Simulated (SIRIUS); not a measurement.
Cu:

```xyz
1
Lattice="0.0000 1.8075 1.8075 1.8075 0.0000 1.8075 1.8075 1.8075 0.0000" Properties=species:S:1:pos:R:3 pbc="T T T"
Cu    0.0000    0.0000    0.0000
```

Base run:

* Program: SIRIUS 7.12.0
* Functional: RGE2
* Potentials or basis: PseudoDojo 0.4.1 PBE standard (scalar relativistic)
* Cutoff: 1254 eV
* Density cutoff: 5016 eV
* k mesh: 13 × 13 × 13
* Occupations: fermi-dirac, width 0.05 eV
* Spin: no spin polarisation

Its results: band gap on the k mesh none (metal or under the smearing width); pressure -3.5 GPa.

Q: The run is repeated on the same cell with these changes: functional from RGE2 to RPBE; libxc names from ["XC_GGA_X_RGE2", "XC_GGA_C_RGE2"] to ["XC_GGA_X_RPBE", "XC_GGA_C_PBE"]. What comes out?

A: Band gap on the k mesh none (metal or under the smearing width); pressure 7.3 GPa.

Caveats: the potentials were made for another functional, which shifts forces and pressure.

Not every run made on this cell is shown here.
